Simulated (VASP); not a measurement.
Write the native input for VASP 6.6.1 that does the following.

- Task: density of states
- Functional: PBE
- Potentials or basis: VASP PAW PBE potentials, release 64 (Sn_d, Se)
- Cutoff: 520 eV
- k mesh: 12 × 12 × 12
- Occupations: fermi-dirac, width 0.05 eV
- Spin: no spin polarisation
- Dipole correction: no
- k mesh for the DOS: 18 × 18 × 18
- Occupations for the DOS: tetrahedron
- Further INCAR settings: ALGO = Normal; EDIFF = 1e-06

Crystal: SnSe.

```
Sn Se
1.0
     0.00000    3.38892    3.38892
     3.38892    0.00000    3.38892
     3.38892    3.38892    0.00000
Sn Se
1 1
Cartesian
  0.0000 0.0000 0.0000
  1.6945 1.6945 1.6945
```

Measurements of this composition are mostly on another form, of space group No. 62.

These files were run (other wordings do the same):

POSCAR

```
SnSe
1.0
    0.0000000000      3.3889240702      3.3889240702
    3.3889240702      0.0000000000      3.3889240702
    3.3889240702      3.3889240702      0.0000000000
Sn Se
1 1
Direct
    0.0000000000      0.0000000000      0.0000000000
    0.2500000000      0.2500000000      0.2500000000
```

INCAR.step1

```
PREC     = Accurate       # precision mode
ENCUT    = 520            # plane-wave cutoff, eV
EDIFF    = 1E-6           # SCF threshold, eV
ISMEAR   = -1             # smearing method
SIGMA    = 0.05           # smearing width, eV
LREAL    = F              # projectors in reciprocal space
LASPH    = T              # aspherical terms in the spheres
NELM     = 100            # most SCF steps
ALGO     = Normal         # electronic algorithm
ISIF     = 2              # what is computed and relaxed
LWAVE    = F              # write WAVECAR
LCHARG   = T              # write CHGCAR
GGA      = PE             # functional
NBANDS   = 17             # bands
```

KPOINTS.step1

```
regular mesh
0
Gamma
  12 12 12
```

INCAR.step2

```
PREC     = Accurate       # precision mode
ENCUT    = 520            # plane-wave cutoff, eV
EDIFF    = 1E-6           # SCF threshold, eV
ISMEAR   = -5             # smearing method
SIGMA    = 0.05           # smearing width, eV
LREAL    = F              # projectors in reciprocal space
LASPH    = T              # aspherical terms in the spheres
NELM     = 100            # most SCF steps
ALGO     = Normal         # electronic algorithm
ISIF     = 2              # what is computed and relaxed
LWAVE    = F              # write WAVECAR
LCHARG   = F              # write CHGCAR
GGA      = PE             # functional
LORBIT   = 11             # projections on sites
NEDOS    = 1001           # points of the DOS
ICHARG   = 11             # starting density
```

KPOINTS.step2

```
regular mesh
0
Gamma
  18 18 18
```

Potentials or basis: VASP PAW PBE potentials, release 64 (Sn_d, Se).

Command:

```bash
$ cat potpaw_PBE.64/Sn_d/POTCAR potpaw_PBE.64/Se/POTCAR > POTCAR
$ cp INCAR.step1 INCAR
$ cp KPOINTS.step1 KPOINTS
$ mpirun -np 1 vasp_std > vasp.out
$ cp INCAR.step2 INCAR
$ cp KPOINTS.step2 KPOINTS
$ mpirun -np 1 vasp_std > vasp.out
```

It gave:

```
Valence electrons inside the program's atomic spheres : Sn 12.03; Se 3.79
```

Run time: 2.7 min on 1 thread of AMD EPYC 7R13 Processor (Zen 3), with other jobs on the host, peak memory 0.34 GiB.
